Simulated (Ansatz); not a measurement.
# Structure relaxation of SiNi

These are results of DFT PBE, scalar-relativistic, plane waves, PAW in Ansatz 0.2.0, not measurements.

The start is a database structure of SiNi, space group Pnma (No. 62).

Input of the last, converged step (default PAW datasets):

```yaml
crystal:
  lattice:
    - [5.1731, 0.0, 0.0]
    - [0.0, 3.3381, 0.0]
    - [0.0, 0.0, 5.6049]
  atoms:
    - { symbol: Si, position: [0.32128, 0.75, 0.0825] }
    - { symbol: Si, position: [0.17872, 0.25, 0.5825] }
    - { symbol: Si, position: [0.82128, 0.75, 0.4175] }
    - { symbol: Si, position: [0.67872, 0.25, 0.9175] }
    - { symbol: Ni, position: [0.00779, 0.25, 0.18752] }
    - { symbol: Ni, position: [0.49221, 0.75, 0.68752] }
    - { symbol: Ni, position: [0.50779, 0.25, 0.31248] }
    - { symbol: Ni, position: [0.99221, 0.75, 0.81248] }
basis:
  ecutwfc: 420
kpoints:
  mp_grid: { grid: [8, 12, 8] }
hamiltonian:
  xc: pbe
scf:
  occupations: { method: gaussian, width: 0.1 }
output:
  forces: true
  stress: true
  eigenvalues: true
relax:
  adjacent_minimum: "off"
  f_tol: 0.01
  max_steps: 80
  cell: { stress_tol: 0.05 }
```

Launched as:

```bash
ansatz run input.yaml --threads 1 --pin off --max-ram 2560MiB --backend cpu --events-out ev --progress --plain --runs-dir out
```

The run took 4 min on 1 thread of Intel(R) Xeon(R) Platinum 8488C (Sapphire Rapids), on a shared host, peak memory 0.9 GiB.

End of the output:

```
SCF converged after 9 iterations
Free energy (F): -25906.159342 eV
Harris-Foulkes:  -25906.159342 eV  (|F-HF|=3.64e-12)
Internal energy: -25906.149769 eV  (E = F + TS)
E sigma→0 (E₀):  -25906.154555 eV
Entropy (-TS):   -0.009573 eV (-1.197 meV/atom)
Fermi energy:    14.551168 eV
--- Per-component energies (eV) ---
  E_band       = -1316.269500
  E_kinetic    = 1308.917303
  E_local      = -17898.988396  (includes V_loc(G=0)·N_el)
  E_nonlocal   = 2636.167840
  E_hartree    = 7691.868350
  E_xc         = -568.780082
  E_vxc        = -636.432469  (∫ρ·V_xc dr)
  E_paw        = -8568.403613  (= ΣΔE_a)
  E_vpaw       = -2109.672668  (= ΣTr[D̂ρ^β])
  E_aug_tail   = 0.002188  (compensation charges beyond the density's cutoff)
  E_ewald      = -10506.933359
  E_smearing   = -0.009573  (= −TS)
  E_closure    =  0.000000  (closes the sum)
  Σ components = -25906.159342   (vs F -25906.159342, Δ=0.00e0)
--- Forces (eV/Å), atoms counted from 1 ---
  atom   1  Si    -0.00053402     0.00000000    -0.00405149
  atom   2  Si     0.00053402     0.00000000    -0.00405149
  atom   3  Si    -0.00053402     0.00000000     0.00405149
  atom   4  Si     0.00053402     0.00000000     0.00405149
  atom   5  Ni     0.00417208     0.00000000     0.00038469
  atom   6  Ni    -0.00417208     0.00000000     0.00038469
  atom   7  Ni     0.00417208     0.00000000    -0.00038469
  atom   8  Ni    -0.00417208     0.00000000    -0.00038469
  max |Σ_I F_I| component: 1.73e-17 eV/Å
--- Stress (GPa, compression-positive) ---
        0.002343       0.000000       0.000000
        0.000000       0.022668       0.000000
        0.000000       0.000000      -0.032384
  P = ⅓ Tr σ = -0.0025 GPa (-0.025 kbar)
--- Relaxed structure (5 steps of the walk, 5 accepted, 1 SCFs on fresh bases) ---
  F+E_penalty+E_count = -25906.15934201 eV   max|allowed force component| = 4.172e-3 eV/Å   (the final SCF, on the basis selected at the relaxed cell)
  cell:  # Å, volume = 97.7735 Å³
    - [5.150095, 0.000000, 0.000000]
    - [0.000000, 3.381048, 0.000000]
    - [0.000000, 0.000000, 5.615065]
  atoms:
    - { symbol: Si, position: [0.321002, 0.750000, 0.084655] }
    - { symbol: Si, position: [0.178998, 0.25, 0.584655] }
    - { symbol: Si, position: [0.821002, 0.750000, 0.415345] }
    - { symbol: Si, position: [0.678998, 0.25, 0.915345] }
    - { symbol: Ni, position: [0.008171, 0.25, 0.188604] }
    - { symbol: Ni, position: [0.491829, 0.750000, 0.688604] }
    - { symbol: Ni, position: [0.508171, 0.25, 0.311396] }
    - { symbol: Ni, position: [0.991829, 0.750000, 0.811396] }
```

Absolute energies hang on the potentials; compare differences alone.

The result has space group Pnma (No. 62). Si is coordinated by 6 Ni at 2.29–2.41 Å and 2 Si at 2.68 Å; around Ni lie 6 Si at 2.29–2.41 Å and 4 Ni at 2.67–2.71 Å.

Against the elements it lies at -0.50 eV/atom. The zero of energy is the elements' standard structures at the same level; no fitted shifts are applied.

For metals, differences of a few meV/atom aren't resolved.

Symmetry constrained the relaxation, so the result can be a saddle point.